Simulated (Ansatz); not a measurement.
**Formation energy and levels of the vacancy V_C in SiC (F-43m)**

Charge states of V_C in SiC (F-43m), set against the band edges. Model: a cell of 54 host atoms with 1 C taken out.

Calculated with Ansatz 0.2.0; place-levels on r2SCAN runs: charge-transition levels and formation energies with image-charge correction and potential alignment at the atomic sites; PAW set soft_1.

**1. The structure**

The cell holds 53 atoms: 27 Si and 26 C. Cell: a = 9.519 Å, b = 9.519 Å, c = 9.519 Å, α = 60.0°, β = 60.0°, γ = 60.0°. It derives from SiC (space group F-43m). Nearest the centre at fractional (0.417, 0.417, 0.417): Si27 at 1.94 Å, Si44 at 1.94 Å, Si28 at 1.94 Å, Si32 at 1.94 Å, C24 at 3.17 Å, C26 at 3.17 Å, C45 at 3.17 Å, C16 at 3.17 Å.

The host's dielectric constants go in as inputs: 7.06 for the electrons alone, 10.43 with the ions, computed on the host (DFPT, PBEsol, on the r2SCAN cell), and a cell off the functional's own equilibrium shifts the ionic part.

The relaxed host is scaled by +3.0 % along all axes; the dielectric constants are those of the unstrained host.

The cell's shortest repeat is 9.5 Å.

**2. What was run first**

A transition level is the Fermi level at which two charge states cost the same, so each charge needs its own total energy, at its own relaxed structure.

Random displacements of about 0.05 Å break the site symmetry at the start, so that the relaxation can reach a distorted minimum if there is one. Forces are taken on a 2×2×2 shifted mesh. The cell holds 2 electrons more than the neutral one, with a uniform background that keeps it neutral on the whole.

The sampling was tested on the host first: at the k-points planned (1x1x1 shifted 0.25 0.25 0.25) its energy lies 0.115 eV an atom from the dense-mesh value, so the final energies take a denser sampling.

One state's input; the others differ in charge, spin, start and seed, and in occupations where the table says so.

qm2.relax/input.yaml

```yaml
crystal:
  lattice:
    - [0.0, 6.73093539, 6.73093539]
    - [6.73093539, 0.0, 6.73093539]
    - [6.73093539, 6.73093539, 0.0]
  atoms:
    - { symbol: Si, position: [0.0, 0.0, 0.0] }
    - { symbol: C, position: [0.08333333, 0.08333333, 0.08333333] }
[... 7 atom lines left out ...]
    - { symbol: C, position: [0.08333333, 0.41666667, 0.41666667] }
[... 1 atom line left out ...]
    - { symbol: C, position: [0.08333333, 0.41666667, 0.75] }
[... 2 atom lines left out ...]
    - { symbol: Si, position: [0.0, 0.66666667, 0.33333333] }
    - { symbol: C, position: [0.08333333, 0.75, 0.41666667] }
[... 5 atom lines left out ...]
    - { symbol: C, position: [0.41666667, 0.08333333, 0.41666667] }
    - { symbol: Si, position: [0.33333333, 0.0, 0.66666667] }
    - { symbol: C, position: [0.41666667, 0.08333333, 0.75] }
[... 1 atom line left out ...]
    - { symbol: C, position: [0.41666667, 0.41666667, 0.08333333] }
    - { symbol: Si, position: [0.33333333, 0.33333333, 0.33333333] }
    - { symbol: Si, position: [0.33333333, 0.33333333, 0.66666667] }
    - { symbol: C, position: [0.41666667, 0.41666667, 0.75] }
[... 1 atom line left out ...]
    - { symbol: C, position: [0.41666667, 0.75, 0.08333333] }
    - { symbol: Si, position: [0.33333333, 0.66666667, 0.33333333] }
    - { symbol: C, position: [0.41666667, 0.75, 0.41666667] }
[... 4 atom lines left out ...]
    - { symbol: Si, position: [0.66666667, 0.0, 0.33333333] }
    - { symbol: C, position: [0.75, 0.08333333, 0.41666667] }
    - { symbol: Si, position: [0.66666667, 0.0, 0.66666667] }
[... 2 atom lines left out ...]
    - { symbol: C, position: [0.75, 0.41666667, 0.08333333] }
    - { symbol: Si, position: [0.66666667, 0.33333333, 0.33333333] }
    - { symbol: C, position: [0.75, 0.41666667, 0.41666667] }
[... 7 atom lines left out ...]
    - { symbol: C, position: [0.75, 0.75, 0.75] }
  host:
    repeats: [3, 3, 3]
    atoms:
      - { symbol: Si, position: [0.0, 0.0, 0.0] }
      - { symbol: C, position: [0.25, 0.25, 0.25] }
total_charge: -2
basis:
  ecutwfc: 500
  xc_grid: 2
hamiltonian:
  xc: r2scan
  pseudopotentials: { kind: paw, azcp: { folder: soft_1 } }
kpoints:
  mp_grid: { grid: [2, 2, 2], shift: [0.5, 0.5, 0.5] }
scf:
  occupations: { method: fixed }
  max_iter: 60
output:
  forces: true
  charged_corrections:
    epsilon: 7.06
    static_epsilon: 10.43
    defect_position: [0.416667, 0.416667, 0.416667]
relax:
  f_tol: 0.02
  max_steps: 80
  random_displacement: { amplitude: 0.05, seed: 5751 }
checkpoint:
  write: "../qm2.relax.run"
  compress: false
  write_wavefunctions: true
  write_every: 100000
```

Run with:

```console
> ansatz run input.yaml --threads 4 --pin off --max-ram 7536MiB --backend cpu --events-out ev --progress --plain --runs-dir out
```

The run of this state that the levels use, under r2SCAN:

qm2.point/input.yaml

```yaml
crystal:
  checkpoint: "../qm2.relax.run"
  host: checkpoint
total_charge: -2
basis:
  ecutwfc: 500
  xc_grid: 2
hamiltonian:
  xc: r2scan
  pseudopotentials: { kind: paw, azcp: { folder: soft_1 } }
kpoints:
  mp_grid: { grid: [2, 2, 2], shift: [0.5, 0.5, 0.5] }
scf:
  occupations: { method: fixed }
  max_iter: 60
output:
  forces: true
  eigenvalues: true
  charged_corrections:
    epsilon: 7.06
    static_epsilon: 10.43
    defect_position: [0.416667, 0.416667, 0.416667]
  eigenstates: { localisation: true }
  populations: true
checkpoint:
  read: "../qm2.relax.run"
  write: "../qm2.point.run"
  compress: false
  write_wavefunctions: false
  write_every: 100000
```

Relaxations under r2SCAN at a 2×2×2 shifted mesh; times on 4 threads of Arm Neoverse V1, shared host:

```csv
charge,moment (μB),occupations,outcome,steps,largest displacement against the far atoms (Å),time
−2,0,fixed,converged,26,0.83,8.6 min
−1,1,fixed,converged,15,0.22,19 min
0,0,fixed,converged,7,0.11,2.8 min
+1,1,fixed,converged,5,0.14,5.9 min
+2,0,fixed,converged,5,0.19,2.2 min
−2,2,fixed,converged,14,0.21,13 min
0,2,fixed,converged,8,0.07,8.9 min
```

Single points under r2SCAN at a 2×2×2 shifted mesh; times on 4 threads of Arm Neoverse V1, shared host:

| charge | moment (μB) | occupations | outcome | time |
| --- | --- | --- | --- | --- |
| −2 | 0 | fixed | converged | 23 s |
| −1 | 1 | fixed | converged | 59 s |
| 0 | 0 | fixed | converged | 26 s |
| +1 | 1 | fixed | converged | 52 s |
| +2 | 0 | fixed | converged | 31 s |
| −2 | 2 | fixed | converged | 54 s |
| 0 | 2 | fixed | converged | 60 s |

Distances (Å) from the ideal centre to the nearest atoms after relaxation with r2SCAN:

| charge | moment (μB) | 1. | 2. | 3. | 4. | 5. | 6. |
| --- | --- | --- | --- | --- | --- | --- | --- |
| −2 | 0 | Si 1.11 | Si 1.94 | Si 1.94 | Si 1.95 | C 3.12 | C 3.12 |
| −2 | 2 | Si 1.78 | Si 1.81 | Si 1.85 | Si 1.85 | C 3.14 | C 3.15 |
| −1 | 1 | Si 1.84 | Si 1.85 | Si 1.94 | Si 1.94 | C 3.09 | C 3.10 |
| 0 | 0 | Si 1.97 | Si 1.97 | Si 1.98 | Si 2.06 | C 3.17 | C 3.17 |
| 0 | 2 | Si 1.97 | Si 1.98 | Si 2.00 | Si 2.02 | C 3.15 | C 3.15 |
| +1 | 1 | Si 2.05 | Si 2.05 | Si 2.06 | Si 2.08 | C 3.17 | C 3.17 |
| +2 | 0 | Si 2.12 | Si 2.12 | Si 2.13 | Si 2.14 | C 3.17 | C 3.17 |

**3. Placing the levels, r2SCAN**

A charged cell interacts with its images and the background, and its potential has another zero than the host's. place-levels removes the first by a point-charge model, screened by the static dielectric constant since the ions have relaxed around the charge, and the second by comparing potentials at atoms far from the defect.

The host is a run of the defect-free crystal in the same cutoffs, grids and k-points, so that basis and sampling errors cancel in part in the differences. The host is run in a cell of 2 atoms on a matching mesh. Its band edges are searched through the zone by a band path, so the gap is smaller than, or equal to, that on the mesh. Chemical potentials are energies per atom of C (diamond), run with the same functional and cutoff. Carbon is taken as diamond, which semilocal functionals can put about 0.1 eV an atom over graphite.

levels.point.yaml

```yaml
host:
  run: host.point.run
states: [qm2.point.run, qm1_M1.point.run, q0.point.run, qp1_M1.point.run, qp2.point.run, qm2_M2.point.run, q0_M2.point.run]
geometry_from:
  qm2.point.run: qm2.relax.run
  qm1_M1.point.run: qm1_M1.relax.run
  q0.point.run: q0.relax.run
  qp1_M1.point.run: qp1_M1.relax.run
  qp2.point.run: qp2.relax.run
  qm2_M2.point.run: qm2_M2.relax.run
  q0_M2.point.run: q0_M2.relax.run
  host.point.run: host.relax.run
chemical_potentials:
  C:
    energy: -251.553391
    dataset: "<sha256 of the dataset>"
epsilon: 7.06
static_epsilon: 10.43
vertical:
  - { from: qm2.point.run, to: qm2.point_neutral.run }
  - { from: qm1_M1.point.run, to: qm1_M1.point_neutral.run }
  - { from: qp1_M1.point.run, to: qp1_M1.point_neutral.run }
  - { from: qp2.point.run, to: qp2.point_neutral.run }
  - { from: qm2_M2.point.run, to: qm2_M2.point_neutral.run }
```

Run with:

```console
> ansatz place-levels levels.point.yaml -- --threads 4 --pin off --max-ram 7536MiB
```

Numbers of over 12 decimals in the logs are rounded to 6 here.

Log:

```text
[... repeated set-up lines and file paths are left out, and long positions are rounded to six places ...]
(+2/+1) 1.170 eV above the valence edge, 0.593 eV under the conduction edge
(+1/0) 1.804 eV above the valence edge, in the conduction band
(0/-1) 1.950 eV above the valence edge (+2.292 eV without the band-filling correction), in the conduction band
(-1/-2) 2.659 eV above the valence edge (+2.499 eV without the band-filling correction), in the conduction band
formation energy of charge +2: +2.141 eV with the Fermi level at the valence edge
formation energy of charge +1: +3.311 eV with the Fermi level at the valence edge
formation energy of charge 0: +5.115 eV with the Fermi level at the valence edge
formation energy of charge -1: +7.065 eV with the Fermi level at the valence edge
formation energy of charge -2: +9.725 eV with the Fermi level at the valence edge
vertical -2 to 0: no energy, since no alignment is typed
  the change from vertical[0].from (qm2.point.run) to vertical[0].to (qm2.point_neutral.run): by its potential at epsilon 7.06 it stands at 0.396 0.398 0.514, with an rms radius of about 2.4 Å (1.3 1.3 1.4 Å across the planes of the cell's vectors); [...]
vertical -1 to 0: no energy, since no alignment is typed
  the change from vertical[1].from (qm1_M1.point.run) to vertical[1].to (qm1_M1.point_neutral.run): by its potential at epsilon 7.06 it stands at 0.395 0.396 0.415, with an rms radius of about 2.0 Å (0.9 0.9 1.6 Å across the planes of the cell's vectors); [...]
vertical +1 to 0: no energy, since no alignment is typed
[...]
of states[2] (q0.point.run): band_overlap_at_count; of the run under geometry_from: band_overlap_at_count
  of states[1] (qm1_M1.point.run): it parts from the run at its places by a charge that spreads by about 1.6 Å along one vector (1.3 Å or more is wide), by its potential at epsilon 7.06, taken for that of held ions (one typed too small widens it), where the [...]
  of states[0] (qm2.point.run): it parts from the run at its places by a charge that spreads by about 1.4 Å along one vector (1.3 Å or more is wide), by its potential at epsilon 7.06, taken for that of held ions (one typed too small widens it), where the cell [...]
  of states[6] (q0_M2.point.run): band_overlap_at_count; stability_check_not_made; of the run under geometry_from: band_overlap_at_count
  of states[5] (qm2_M2.point.run): it parts from the run that its charge is read beside by 2 carriers, of which the mean alone is read, by its potential at epsilon 7.06, taken for that of held ions (one typed too small widens it): that is narrow, but one of [...]
  of vertical[0].from (qm2.point.run): it parts from the run at its places by a charge that spreads by about 1.4 Å along one vector (1.3 Å or more is wide), by its potential at epsilon 7.06, taken for that of held ions (one typed too small widens it), where [...]
  of vertical[1].from (qm1_M1.point.run): band_overlap_at_count; stability_check_not_made; of the run under geometry_from: band_overlap_at_count; [...]
  of vertical[2].from (qp1_M1.point.run): stability_check_not_made
  of vertical[2].to (qp1_M1.point_neutral.run): band_overlap_at_count
  of vertical[3].from (qp2.point.run): it parts from the run at its places by a charge that spreads by about 1.4 Å along one vector (1.3 Å or more is wide), by its potential at epsilon 7.06, taken for that of held ions (one typed too small widens it), where [...]
  of vertical[3].to (qp2.point_neutral.run): band_overlap_at_count
  of vertical[4].from (qm2_M2.point.run): stability_check_not_made; [...]
```

Wall time 0.72 s (4 threads of Arm Neoverse V1, shared host).

Levels between the charges placed, in eV above the valence top:

```
        gap (eV)  (+2/+1)  (+1/0)  (0/−1)  (−1/−2)
r2SCAN      1.76     1.17    1.80    1.95     2.66
```

Corrections by state:

```
charge  moment (μB)  image terms and alignment (eV)  band filling (eV)  ε used  over the lowest of its charge, as the program ranks them, band filling apart (eV)
    +2          0.0                           0.400                  -   10.43                                                                              0.000
    +1          1.0                           0.015                  -   10.43                                                                              0.000
     0          0.0                           0.000                  -       -                                                                              0.000
    −1          1.0                           0.364             -0.342   10.43                                                                              0.000
    −2          0.0                           1.134             -0.181   10.43                                                                              0.000
     0          2.0                           0.000                  -       -                                                                              0.038
    −2          2.0                           1.110                  -   10.43                                                                              0.267
```

The charged structures listed were also run neutral, and place-levels reads from each pair, by the potential or the spins, how wide the charge is by which they differ; that can be the carrier of either run.

| charge | rms radius (Å) | spread where it is widest against the cell (Å) | wide from (Å) | reading |
| --- | --- | --- | --- | --- |
| +2 | 2.4 | 1.40 | 1.35 | wide |
| +1 | 2.2 | 1.29 | 1.35 | narrow |
| −1 | 2.0 | 1.58 | 1.35 | wide |
| −2 | 2.4 | 1.39 | 1.35 | wide |

The neutral runs of these pairs need not share the spin of the lowest neutral state, and very wide values only mean spread over the cell.

From the program's caveats on the states, each cut to its opening words:

- charge +2, −2: it parts from the run at its places by a charge that spreads by about 1.4 Å along one vector (1.3 Å or more is wide), by its potential at epsilon 7.06, taken [...]
- charge +2: its alignment with the host at atomic sites is doubtful: the mean over the far sites moves by -0.2259 eV from their farther parts to their nearer, more than [...]
- charge +1 (1 μB): its alignment with the host at atomic sites is doubtful: the mean over the far sites moves by -0.1004 eV from their farther parts to their nearer, more than [...]
- charge +1 (1 μB), −1 (1 μB), 0 (2 μB), −2 (2 μB): flagged: stability check not made
- charge 0, −1 (1 μB), 0 (2 μB): filled levels lie above empty ones at the fixed electron count
- charge −1 (1 μB): it parts from the run at its places by a charge that spreads by about 1.6 Å along one vector (1.3 Å or more is wide), by its potential at epsilon 7.06, taken [...]
- charge −1 (1 μB): a band-filling correction moves a carrier to the host's band edge, which changes its energy by -0.342 eV
- charge −1 (1 μB): its alignment with the host at atomic sites is doubtful: the mean over the far sites moves by +0.0717 eV from their farther parts to their nearer, more than [...]
- charge −2: a band-filling correction moves a carrier to the host's band edge, which changes its energy by -0.181 eV
- charge −2: its alignment with the host at atomic sites is doubtful: the mean over the far sites moves by +0.1172 eV from their farther parts to their nearer, more than [...]
- charge −2 (2 μB): it parts from the run that its charge is read beside by 2 carriers, of which the mean alone is read, by its potential at epsilon 7.06, taken for that of held [...]
- charge −2 (2 μB): its alignment with the host at atomic sites is doubtful: the mean over the far sites moves by +0.1478 eV from their farther parts to their nearer, more than [...]

The host's formation energy from the elements is -0.301 eV per atom at this strain; it sets how far the chemical potentials can move.

Limit set by the element alone; other compounds of these elements are not counted. Chemical potentials from the elements' reference states: C 0.00 eV, Si -0.60 eV. Formation energies (C-rich), with the Fermi level at the valence top and at the conduction bottom (gap 1.76 eV):

| charge | at valence top (eV) | at conduction bottom (eV) | correction included (eV) |
| --- | --- | --- | --- |
| +2 | 2.14 | 5.67 | 0.40 |
| +1 | 3.31 | 5.07 | 0.02 |
| 0 | 5.11 | 5.11 | 0.00 |
| −1 | 7.07 | 5.30 | 0.02 |
| −2 | 9.72 | 6.20 | 0.95 |

```
Fermi level (eV)  lowest formation energy (eV)
            0.00                          2.14
            0.16                          2.46
            0.32                          2.78
            0.48                          3.10
            0.64                          3.42
            0.80                          3.74
            0.96                          4.07
            1.12                          4.39
            1.28                          4.59
            1.44                          4.75
            1.60                          4.91
            1.76                          5.07
```

Limit set by the element alone; other compounds of these elements are not counted. Chemical potentials from the elements' reference states: Si 0.00 eV, C -0.60 eV. Formation energies (Si-rich), with the Fermi level at the valence top and at the conduction bottom (gap 1.76 eV):

```
charge  at valence top (eV)  at conduction bottom (eV)  correction included (eV)
    +2                 1.54                       5.06                      0.40
    +1                 2.71                       4.47                      0.02
     0                 4.51                       4.51                      0.00
    −1                 6.46                       4.70                      0.02
    −2                 9.12                       5.60                      0.95
```

(Fermi level (eV), lowest formation energy (eV)): (0.00, 1.54), (0.16, 1.86), (0.32, 2.18), (0.48, 2.50), (0.64, 2.82), (0.80, 3.14), (0.96, 3.46), (1.12, 3.78), (1.28, 3.99), (1.44, 4.15), (1.60, 4.31), (1.76, 4.47)

**4. Results**

| Property | Result |
| --- | --- |
| gap of the host | 1.76 eV (r2SCAN) |
| level (plus 2/plus 1) | 1.17 eV above the valence top |
| level (plus 1/0) | 1.80 eV above the valence top, past the conduction bottom |
| level (0/minus 1) | 1.95 eV above the valence top, past the conduction bottom (2.29 eV above the valence top without the band-filling term) |
| level (minus 1/minus 2) | 2.66 eV above the valence top, past the conduction bottom (2.50 eV above the valence top without the band-filling term) |
| lowest of the charges placed, just above the valence top (0.02 eV) | +2 |
| lowest of the charges placed, just below the conduction bottom (0.02 eV) | +1 |
| lowest formation energy at mid-gap of the charges run, C-rich | 3.90 eV |
| lowest formation energy at mid-gap of the charges run, Si-rich | 3.30 eV |

Of the charges placed (−2, −1, 0, +1 and +2), the lowest changes at 1.17 eV (+2/+1) above the valence top, in a gap of 1.76 eV. (+1/0) lies 0.04 eV from a band edge, less than the doubt on such levels. Charges above +2 were not placed, so these runs say nothing of levels that involve them. States placed: +2 at 0 μB; +1 at 1 μB; 0 at 0 μB and 2 μB; −1 at 1 μB; −2 at 0 μB and 2 μB. Other spin states or structures, where not listed, weren't placed. The program finds carriers beyond a band edge of the host and adds a band-filling term at charge −2 (-0.18 eV) and −1 (-0.34 eV); steps to such a charge show no bound level, and a defect level inside a band would be read the same way. The program doubts the alignment of potentials for at least one state, a sign that the cell is small. Keep in mind: r2SCAN makes the gap too small and tends to spread out bound carriers.

[Logs are printed without paths, hosts, clocks, repeated set-up lines and the standing remarks that a program may print on its own settings, such as how far it seeks lower states.]

[Hosts, paths, dates, database ids (printed as entryN), source tags and the programs' standing remarks are cut or masked in the printed files.]

[Where a table of states has a column of steps, it counts the stored structures, which are thinned; the runs took as many ionic steps or more.]

[A defect's name tells the site on which it was built; relaxed atoms can leave that site.]

[For some hosts the program warned that the k-mesh of the response run may be too coarse for force constants and the static dielectric constant; such warnings are not shown here.]
